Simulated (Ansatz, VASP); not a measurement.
# One calculation of AlN, two programs

INCAR

```
SYSTEM = AlN
PREC     = Accurate       ! precision mode
ENCUT    = 520            ! plane-wave cutoff, eV
EDIFF    = 1E-6           ! SCF threshold, eV
ISMEAR   = 0              ! smearing method
SIGMA    = 0.05           ! smearing width, eV
LREAL    = .FALSE.        ! projectors in reciprocal space
LASPH    = .TRUE.         ! aspherical terms in the spheres
NELM     = 80             ! most SCF steps
ALGO     = Normal         ! electronic algorithm
ISIF     = 2              ! what is computed and relaxed
LWAVE    = .FALSE.        ! write WAVECAR
LCHARG   = .TRUE.         ! write CHGCAR
GGA      = PE             ! functional
LELF     = .TRUE.         ! ELF
LVHAR    = .TRUE.       
NBANDS   = 16             ! bands
```

Contents of KPOINTS:

```
Automatic mesh
0
G
  9 9 6
  0 0 0
```

POSCAR

```
AlN
1.0
    3.3134793407      0.0000000000      0.0000000000
   -1.6567396703      2.8695572839      0.0000000000
    0.0000000000      0.0000000000      4.1875902417
Al N
2 2
Direct
    0.3357213505      0.6714427011      0.7576365105
    0.6690546839      0.3381093678      0.2576365105
    0.3287333206      0.6574666412      0.2352898692
    0.6620666539      0.3241333079      0.7352898692
```

Input for Ansatz:

```yaml
crystal:
  lattice:
    - [3.3134793407, 0.0, 0.0]
    - [-1.6567396703, 2.8695572839, 0.0]
    - [0.0, 0.0, 4.1875902417]
  atoms:
    - { symbol: Al, position: [0.3357213505, 0.6714427011, 0.7576365105] }
    - { symbol: Al, position: [0.6690546839, 0.3381093678, 0.2576365105] }
    - { symbol: "N", position: [0.3287333206, 0.6574666412, 0.2352898692] }
    - { symbol: "N", position: [0.6620666539, 0.3241333079, 0.7352898692] }
basis:
  ecutwfc: 520.0
kpoints:
  mp_grid: { grid: [9, 9, 6] }
hamiltonian:
  xc: pbe
  pseudopotentials: { kind: paw, azcp: { folder: soft_1 } }
scf:
  occupations: { method: gaussian, width: 0.05 }
output:
  forces: true
  stress: true
  eigenvalues: true
```

Change from the starting cell: mode 4 frozen in at -0.062 Å and mode 10 at -0.026 Å (largest displacements).

Alike in both runs: task single point; functional PBE; k mesh 9 × 9 × 6; occupations gaussian, width 0.05 eV; no spin polarisation.

|  | VASP | Ansatz |
| --- | --- | --- |
| version | VASP 6.6.1 | Ansatz 0.2.0 |
| potentials or method | VASP PAW PBE potentials, release 64 (Al, N) | scalar-relativistic, plane waves, PAW |
| plane-wave cutoff (eV) | 520 | 520 |
| valence electrons in the cell | 16 | 16 |

VASP gave:

```
gap on the k mesh at the Fermi level (eV)       : 3.30
least direct gap on the mesh (eV)               : 3.30
pressure (GPa)                                  : 0.8
largest component of the traceless stress (GPa) : 2.33
rms of the force components (eV/Å)              : 0.354
```

Q: What did Ansatz give for the same quantities?

A: gap on the k mesh at the Fermi level (eV): 3.29; least direct gap on the mesh (eV): 3.29; pressure (GPa): 1.0; largest component of the traceless stress (GPa): 2.21; rms of the force components (eV/Å): 0.353.

Atom by atom the forces differ by 0.001 eV/Å (rms over components).
